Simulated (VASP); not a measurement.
**SnO (Romarchite): convergence with the PAW data sets and SCF threshold**

A convergence test on SnO (Romarchite): the PAW data sets and SCF threshold. The atoms are off their equilibrium sites, so that forces can be compared too. The series runs use PBE. The PAW data sets tried: minimal 64: Sn O; recommended 64: Sn_d O; recommended 54: Sn_d O; gw 64: Sn_d_GW O_GW; hard 64: Sn_d O_h; soft 64: Sn_d O_s. The SCF threshold tried: EDIFF = 0.01; EDIFF = 0.001; EDIFF = 1E-04; EDIFF = 1E-05; EDIFF = 1E-06; EDIFF = 1E-08. The atoms of the start are displaced at random from the sites of a P4/nmm cell.

Method: PBE; plane waves and PAW (Sn, O), in the first sound run; inputs show where later runs differ, in VASP 6.6.1.

## 1. The starting structure

It takes space group P1 (No. 1, triclinic). Conventional cell: a = 3.799 Å, b = 3.799 Å, c = 4.841 Å, α = 90.00°, β = 90.00°, γ = 90.00°. Nearest to Sn lie 4 O at 2.17 to 2.23 Å. Nearest to Sn lie 4 O at 2.15 to 2.33 Å. Nearest to O lie 4 Sn at 2.15 to 2.33 Å. O has 4 Sn at 2.18 to 2.23 Å nearest. Farther neighbours and most contacts between anions are not listed.

Structure file:

```cif
data_structure
_symmetry_space_group_name_H-M 'P 1'
_symmetry_Int_Tables_number 1
_cell_length_a 3.7986
_cell_length_b 3.7986
_cell_length_c 4.8408
_cell_angle_alpha 90.000
_cell_angle_beta 90.000
_cell_angle_gamma 90.000
_cell_volume 69.85
loop_
_atom_site_label
_atom_site_type_symbol
_atom_site_fract_x
_atom_site_fract_y
_atom_site_fract_z
_atom_site_occupancy
Sn1 Sn 0.49572 0.01017 0.23641 1
Sn2 Sn 0.00098 0.48021 0.76826 1
O3 O 0.00236 0.00797 0.01210 1
O4 O 0.50314 0.50225 0.00403 1
```

## 2. PAW data sets: minimal 64: Sn O

Data sets differ in which electrons are valence and how hard the partial waves are. PBE, the usual starting point, adds the gradient of the density.

The input, INCAR:

```
SYSTEM = SnO
PREC = Accurate
ENCUT = 520
EDIFF = 1E-06
NELM = 100
ISMEAR = -1
SIGMA = 0.05
LREAL = .FALSE.
ALGO = Normal
GGA = PE
NBANDS = 16
LORBIT = 11
LWAVE = .FALSE.
LCHARG = .FALSE.
KPAR = 4
ISIF = 2
```

The input, POSCAR:

```
SnO
1.0
    3.7986000000      0.0000000000      0.0000000000
    0.0000000000      3.7986000000      0.0000000000
    0.0000000000      0.0000000000      4.8408000000
Sn O
2 2
Direct
    0.4957240000      0.0101690000      0.2364060000
    0.0009760000      0.4802140000      0.7682650000
    0.0023620000      0.0079720000      0.0121040000
    0.5031430000      0.5022500000      0.0040270000
```

The input, KPOINTS:

```
Automatic mesh
0
Gamma
6 6 5
0 0 0
```

PAW data sets: Sn and O (PBE family, release 64).

Started as:

```sh
mpirun -np 4 vasp_std
```

Log:

```text
[banner, memory and clock lines left out]
running    4 mpi-ranks, on    1 nodes
 distrk:  each k-point on    1 cores,    4 groups
 distr:  one band on    1 cores,    1 groups

 POSCAR found type information on POSCAR SnO
 POSCAR found :  2 types and       4 ions
 LDA part: xc-table for (Slater+PW92), standard interpolation
 POSCAR, INCAR and KPOINTS ok, starting setup
 FFT: planning ... GRIDC
 FFT: planning ... GRID_SOFT
 FFT: planning ... GRID
 WAVECAR not read
 entering main loop
       N       E                     dE             d eps       ncg     rms          rms(c)
DAV:   1     0.845564467348E+02    0.84556E+02   -0.88639E+03  2944   0.107E+03
DAV:   2    -0.205919412896E+02   -0.10515E+03   -0.10099E+03  4040   0.203E+02
DAV:   3    -0.264876748925E+02   -0.58957E+01   -0.58749E+01  3672   0.543E+01
DAV:   4    -0.265248606179E+02   -0.37186E-01   -0.37167E-01  3544   0.472E+00
DAV:   5    -0.265252124126E+02   -0.35179E-03   -0.35177E-03  3632   0.408E-01    0.120E+01
DAV:   6    -0.229109775947E+02    0.36142E+01   -0.18483E+01  3056   0.329E+01    0.517E+00
DAV:   7    -0.227675701027E+02    0.14341E+00   -0.11269E+00  3032   0.809E+00    0.246E+00
DAV:   8    -0.227373569767E+02    0.30213E-01   -0.24018E-01  3640   0.405E+00    0.647E-01
DAV:   9    -0.227290868151E+02    0.82702E-02   -0.39184E-02  3888   0.149E+00    0.117E-01
DAV:  10    -0.227298289680E+02   -0.74215E-03   -0.34495E-03  3512   0.424E-01    0.574E-02
DAV:  11    -0.227298176658E+02    0.11302E-04   -0.29138E-04  3936   0.130E-01    0.190E-02
DAV:  12    -0.227298326657E+02   -0.15000E-04   -0.13909E-04  3576   0.793E-02    0.270E-02
DAV:  13    -0.227298225551E+02    0.10111E-04   -0.42311E-05  3720   0.502E-02    0.328E-03
DAV:  14    -0.227298227082E+02   -0.15315E-06   -0.27208E-06  3040   0.132E-02
   1 F= -.22729823E+02 E0= -.22729206E+02  d E =-.123354E-02
```

It took 14 s on 4 MPI ranks of Intel Xeon 6975P-C (Granite Rapids), shared host; peak memory 0.92 GiB; 46 s of CPU time.

The logs omit lines about the potential files and the build; timing stands in the text.

From OUTCAR (step 2):

```text
ion  position               nearest neighbor table
   1  0.496  0.010  0.236-   3 2.17   4 2.18   3 2.21   4 2.23   2 3.44   2 3.47   2 3.57   2 3.59
                             2 3.65   2 3.67
   2  0.001  0.480  0.768-   3 2.15   4 2.21   4 2.22   3 2.33   1 3.44   1 3.47   1 3.57   1 3.59
                             1 3.65   1 3.67
   3  0.002  0.008  0.012-   2 2.15   1 2.17   1 2.21   2 2.33
   4  0.503  0.502  0.004-   1 2.18   2 2.21   2 2.22   1 2.23

  LATTYP: Found a simple tetragonal cell.
 ALAT       =     3.7986000000
 C/A-ratio  =     1.2743642395

 Subroutine GETGRP returns: Found  1 space group operations
 (whereof  1 operations were pure point group operations)

The static configuration has the point symmetry C_1 .

 Found     92 irreducible k-points:

   k-points           NKPTS =     92   k-points in BZ     NKDIM =     92   number of bands    NBANDS=     16

   dimension x,y,z NGX =    28 NGY =   28 NGZ =   36
   dimension x,y,z NGXF=    56 NGYF=   56 NGZF=   72

   ENCUT  =  520.0 eV  38.22 Ry    6.18 a.u.   7.06  7.06  9.00*2*pi/ulx,y,z

   NELECT =      20.0000    total number of electrons

 k-points in reciprocal lattice and weights: Automatic mesh
   0.00000000  0.00000000  0.00000000       0.006
   0.16666667  0.00000000  0.00000000       0.011
   0.00000000  0.16666667  0.00000000       0.011
   0.33333333  0.00000000  0.00000000       0.011
   0.00000000  0.33333333  0.00000000       0.011
   0.50000000  0.00000000  0.00000000       0.006
   0.00000000  0.50000000  0.00000000       0.006
   0.16666667  0.16666667  0.00000000       0.011
  -0.16666667  0.16666667  0.00000000       0.011
[...]
0.33333333  0.50000000  0.40000000       0.011
   0.50000000  0.50000000  0.40000000       0.011

 average (electrostatic) potential at core
       1 -44.3509       2 -44.4079       3 -70.9889       4 -70.9766

 E-fermi :   5.2375

 k-point     1 :       0.0000    0.0000    0.0000
  band No.  band energies     occupation
    ...
      6      -1.2952      2.00000
      7       1.5054      2.00000
      8       1.7595      2.00000
      9       1.8631      2.00000
     10       5.1382      1.75860
     11       7.1800      0.00000
     12       9.3420      0.00000
     13       9.9594      0.00000
     14      10.0050      0.00000
     15      10.8551      0.00000
    ...

 k-point     2 :       0.1667    0.0000    0.0000
  band No.  band energies     occupation
    ...
      6      -1.0955      2.00000
      7       1.0836      2.00000
      8       1.5829      2.00000
      9       1.6495      2.00000
     10       5.0809      1.91634
     11       7.9540      0.00000
     12       8.3921      0.00000
     13       9.9020      0.00000
     14      10.2017      0.00000
     15      10.3493      0.00000
    ...

 k-point     3 :       0.0000    0.1667    0.0000
  band No.  band energies     occupation
    ...
      6      -1.1500      2.00000
      7       1.1955      2.00000
      8       1.5112      2.00000
      9       1.5937      2.00000
     10       5.0910      1.89854
     11       7.8599      0.00000
     12       8.4278      0.00000
     13       9.8743      0.00000
     14      10.1433      0.00000
     15      10.3382      0.00000
    ...

  Total        2.8420748      2.4188901      2.3301027     -0.0082209     -0.8369233      0.1514428
  in kB       65.1901257     55.4833221     53.4467590     -0.1885665    -19.1969377      3.4737211
  external PRESSURE =      58.0400689 kB  Pullay stress =       0.0000000 kB

  energy-cutoff  :      520.00
  volume of cell :       69.85
      direct lattice vectors                 reciprocal lattice vectors
     3.798600000  0.000000000  0.000000000     0.263254883  0.000000000  0.000000000
     0.000000000  3.798600000  0.000000000     0.000000000  0.263254883  0.000000000
     0.000000000  0.000000000  4.840800000     0.000000000  0.000000000  0.206577425

 POSITION                                       TOTAL-FORCE (eV/Angst)
 -----------------------------------------------------------------------------------
      1.88306      0.03863      1.14439         0.173362     -0.263385      1.047826
      0.00371      1.82414      3.71902         0.010372      0.539223     -0.695735
      0.00897      0.03028      0.05859        -0.116744     -0.417298     -0.270433
      1.91124      1.90785      0.01949        -0.066991      0.141460     -0.081658
 -----------------------------------------------------------------------------------
    total drift:                                0.000427      0.000265     -0.000095

  FREE ENERGIE OF THE ION-ELECTRON SYSTEM (eV)
  ---------------------------------------------------
  free  energy   TOTEN  =       -22.7298227082 eV

  energy  without entropy=      -22.7285891723  energy(sigma->0) =      -22.72920594

 total charge
# of ion       s       p       d       tot
------------------------------------------
    1        1.470   1.270   0.302   3.043
    2        1.490   1.225   0.280   2.994
    3        1.578   3.452   0.000   5.030
    4        1.578   3.447   0.000   5.026
--------------------------------------------------
tot          6.117   9.394   0.582  16.092

[... 3 further parts left out ...]
```

The gap is read on the k-mesh alone, so it is an upper bound where the band edges lie off the mesh. Spin-orbit coupling is off here; with elements this heavy it splits and shifts levels by tenths of an eV or more. The data set Sn keeps the semicore shell frozen, which is cheaper and a little less accurate.

Numbers from this step:

| Quantity | Value |
| --- | --- |
| SCF cycles | 14 |
| electrons | 20 |
| bands | 16 |
| irreducible k-points | 92 |
| symmetry operations | 1 |
| free energy (TOTEN) | -22.73 eV |
| energy at zero smearing | -22.73 eV |
| Fermi energy | 5.237 eV |
| pressure | 5.804 GPa |
| metallic | no |
| valence top at k | 0, 0, 0 |
| conduction bottom at k | 0.5, 0.5, 0 |
| least direct gap at k | 0.5, 0.5, 0 |
| gap on the k-mesh | 0.1767 eV |
| least direct gap on the k-mesh | 1.924 eV |

The series starts at -5.6823 eV an atom and 5.80 GPa, after 14 cycles in 14 s.

## 3. PAW data sets: recommended 64: Sn d O

This step: PBE; plane waves and PAW (Sn_d, O) (VASP 6.6.1).

Edit INCAR of step 2 so:

```diff
@@ -10,3 +10,3 @@
 GGA = PE
-NBANDS = 16
+NBANDS = 26
 LORBIT = 11
```

POSCAR is that of step 2.

KPOINTS is that of step 2.

PAW data sets: Sn_d and O (PBE family, release 64).

Started as:

```sh
mpirun -np 4 vasp_std
```

Log:

```text
[... set-up lines as in an earlier step ...]
 entering main loop
       N       E                     dE             d eps       ncg     rms          rms(c)
DAV:   1     0.406363210276E+03    0.40636E+03   -0.20383E+04  4854   0.236E+03
DAV:   2     0.350667957883E+02   -0.37130E+03   -0.36094E+03  4984   0.542E+02
DAV:   3    -0.234716759932E+02   -0.58538E+02   -0.57503E+02  5564   0.188E+02
DAV:   4    -0.262225516244E+02   -0.27509E+01   -0.27382E+01  5540   0.429E+01
[...]
DAV:  12    -0.226004923934E+02   -0.46594E-04   -0.40552E-04  5608   0.122E-01    0.392E-02
DAV:  13    -0.226004821215E+02    0.10272E-04   -0.75293E-05  6530   0.103E-01    0.427E-03
DAV:  14    -0.226004823032E+02   -0.18173E-06   -0.81697E-06  5216   0.196E-02
   1 F= -.22600482E+02 E0= -.22599887E+02  d E =-.119020E-02
```

It took 22 s on 4 MPI ranks; peak memory 1 GiB.

OUTCAR, selected parts (step 3):

```text
  Total        3.1039373      2.6853886      2.5236576     -0.0081587     -0.8107945      0.1461064
  in kB       71.1966005     61.5961351     57.8864283     -0.1871413    -18.5976081      3.3513172
  external PRESSURE =      63.5597213 kB  Pullay stress =       0.0000000 kB

 POSITION                                       TOTAL-FORCE (eV/Angst)
 -----------------------------------------------------------------------------------
      1.88306      0.03863      1.14439         0.166095     -0.260506      1.114559
      0.00371      1.82414      3.71902         0.007638      0.521343     -0.769484
      0.00897      0.03028      0.05859        -0.109919     -0.400026     -0.265346
      1.91124      1.90785      0.01949        -0.063814      0.139188     -0.079729
 -----------------------------------------------------------------------------------
    total drift:                                0.000540      0.000078     -0.000211

  FREE ENERGIE OF THE ION-ELECTRON SYSTEM (eV)
  ---------------------------------------------------
  free  energy   TOTEN  =       -22.6004823032 eV

  energy  without entropy=      -22.5992921036  energy(sigma->0) =      -22.59988720

[... 1 part as in an earlier step ...]

[... 2 further parts left out ...]
[key lines of the parts left out:]
E-fermi :   7.3310
```

With 40 valence electrons the pressure is 6.36 GPa, +0.55 GPa from the first of the series, after 14 cycles in 22 s.

## 4. PAW data sets: recommended 54: Sn d O

INCAR is that of step 3.

POSCAR is that of step 3.

KPOINTS is that of step 3.

PAW data sets: Sn_d and O (PBE family, release 54).

Started as:

```sh
mpirun -np 4 vasp_std
```

Log:

```text
[... set-up lines as in an earlier step ...]
 entering main loop
       N       E                     dE             d eps       ncg     rms          rms(c)
[... 14 cycles as in an earlier step ...]
   1 F= -.22600482E+02 E0= -.22599887E+02  d E =-.119020E-02
```

Elapsed: 30 s, on 4 MPI ranks; peak memory 1 GiB.

Parts of OUTCAR (step 4):

```text
[... 6 parts as in an earlier step ...]

[... 1 further part left out ...]
[key lines of the parts left out:]
E-fermi :   7.3310
```

With 40 valence electrons the pressure is 6.36 GPa, +0.55 GPa from the first of the series, after 14 cycles in 30 s.

## 5. PAW data sets: GW 64: Sn d GW O GW

This step: PBE; plane waves and PAW (Sn_d_GW, O_GW) (VASP 6.6.1).

Edit INCAR of step 4 so:

```diff
@@ -2,3 +2,3 @@
 PREC = Accurate
-ENCUT = 520
+ENCUT = 540
 EDIFF = 1E-06
```

POSCAR is that of step 4.

KPOINTS is that of step 4.

PAW data sets: Sn_d_GW and O_GW (PBE family, release 64).

Started as:

```sh
mpirun -np 4 vasp_std
```

Log:

```text
[... set-up lines as in an earlier step ...]
 entering main loop
       N       E                     dE             d eps       ncg     rms          rms(c)
DAV:   1     0.382043671799E+03    0.38204E+03   -0.15452E+04  6904   0.102E+04
DAV:   2     0.397212353406E+02   -0.34232E+03   -0.33313E+03  9292   0.133E+03
DAV:   3    -0.218691729654E+02   -0.61590E+02   -0.60300E+02  9222   0.348E+02
DAV:   4    -0.262224476191E+02   -0.43533E+01   -0.43095E+01  9196   0.100E+02
[...]
DAV:  12    -0.226800301696E+02   -0.23810E-04   -0.98161E-05  7208   0.254E-01    0.139E-02
DAV:  13    -0.226800308030E+02   -0.63337E-06   -0.37833E-05  7896   0.223E-01    0.451E-03
DAV:  14    -0.226800304828E+02    0.32015E-06   -0.22805E-06  4576   0.431E-02
   1 F= -.22680030E+02 E0= -.22679426E+02  d E =-.120826E-02
```

Elapsed: 40 s, on 4 MPI ranks; peak memory 1.2 GiB; 2.3 min of CPU time.

From OUTCAR (step 5):

```text
  Total        2.8963922      2.4966998      2.3325401     -0.0081480     -0.7915532      0.1438852
  in kB       66.4360315     57.2680830     53.5026664     -0.1868947    -18.1562606      3.3003675
  external PRESSURE =      59.0689270 kB  Pullay stress =       0.0000000 kB

 POSITION                                       TOTAL-FORCE (eV/Angst)
 -----------------------------------------------------------------------------------
      1.88306      0.03863      1.14439         0.163778     -0.256638      1.006506
      0.00371      1.82414      3.71902         0.006814      0.511788     -0.663757
      0.00897      0.03028      0.05859        -0.106765     -0.388033     -0.262184
      1.91124      1.90785      0.01949        -0.063827      0.132882     -0.080565
 -----------------------------------------------------------------------------------
    total drift:                               -0.000473      0.000675     -0.000041

  FREE ENERGIE OF THE ION-ELECTRON SYSTEM (eV)
  ---------------------------------------------------
  free  energy   TOTEN  =       -22.6800304828 eV

  energy  without entropy=      -22.6788222248  energy(sigma->0) =      -22.67942635

[... 1 part as in an earlier step ...]

[... 2 further parts left out ...]
[key lines of the parts left out:]
E-fermi :   5.4750
```

With 40 valence electrons the pressure is 5.91 GPa, +0.10 GPa from the first of the series, after 14 cycles in 40 s.

## 6. PAW data sets: hard 64: Sn d O h

This step: PBE; plane waves and PAW (Sn_d, O_h) (VASP 6.6.1).

Edit INCAR of step 5 so:

```diff
@@ -2,3 +2,3 @@
 PREC = Accurate
-ENCUT = 540
+ENCUT = 1000
 EDIFF = 1E-06
```

POSCAR is that of step 5.

KPOINTS is that of step 5.

The projector-augmented-wave data sets are Sn_d and O_h (PBE family, release 64).

Started as:

```sh
mpirun -np 4 vasp_std
```

Log:

```text
[... set-up lines as in an earlier step ...]
 entering main loop
       N       E                     dE             d eps       ncg     rms          rms(c)
DAV:   1     0.520626743029E+03    0.52063E+03   -0.29158E+04  4788   0.352E+03
DAV:   2     0.852400877368E+02   -0.43539E+03   -0.42493E+03  4856   0.730E+02
DAV:   3    -0.170995545961E+02   -0.10234E+03   -0.99327E+02  6360   0.235E+02
DAV:   4    -0.259367486446E+02   -0.88372E+01   -0.87529E+01  5384   0.688E+01
[...]
DAV:  13    -0.226167620938E+02    0.18238E-04   -0.90670E-05  6982   0.106E-01    0.504E-03
DAV:  14    -0.226167627374E+02   -0.64356E-06   -0.13060E-05  5916   0.262E-02    0.724E-03
DAV:  15    -0.226167625435E+02    0.19388E-06   -0.15006E-06  2840   0.179E-02
   1 F= -.22616763E+02 E0= -.22616170E+02  d E =-.118427E-02
```

Run time: 80 s. Hardware: 4 MPI ranks; peak memory 2.1 GiB.

From OUTCAR (step 6):

```text
  Total        3.1472532      2.7310087      2.5727257     -0.0081539     -0.8008516      0.1443674
  in kB       72.1901590     62.6425446     59.0119277     -0.1870303    -18.3695440      3.3114290
  external PRESSURE =      64.6148771 kB  Pullay stress =       0.0000000 kB

 POSITION                                       TOTAL-FORCE (eV/Angst)
 -----------------------------------------------------------------------------------
      1.88306      0.03863      1.14439         0.164531     -0.256940      1.107265
      0.00371      1.82414      3.71902         0.007891      0.516283     -0.761818
      0.00897      0.03028      0.05859        -0.109071     -0.398324     -0.265469
      1.91124      1.90785      0.01949        -0.063352      0.138981     -0.079978
 -----------------------------------------------------------------------------------
    total drift:                                0.000994     -0.000296     -0.000443

  FREE ENERGIE OF THE ION-ELECTRON SYSTEM (eV)
  ---------------------------------------------------
  free  energy   TOTEN  =       -22.6167625435 eV

  energy  without entropy=      -22.6155782783  energy(sigma->0) =      -22.61617041

[... 1 part as in an earlier step ...]

[... 2 further parts left out ...]
[key lines of the parts left out:]
E-fermi :   7.5510
```

With 40 valence electrons the pressure is 6.46 GPa, +0.66 GPa from the first of the series, after 15 cycles in 80 s.

(Continued in part 2 of 2.)

[Lines on the potential files, build, host, timing and source positions are cut from VASP's logs without a mark.]

[Logs are printed without paths, hosts, clocks, repeated set-up lines and the standing remarks that a program may print on its own settings, such as how far it seeks lower states.]

[Hosts, paths, dates, database ids (printed as entryN), source tags and the programs' standing remarks are cut or masked in the printed files.]

[A measured line is paired with the nearest computed mode of its activity, which favours agreement.]
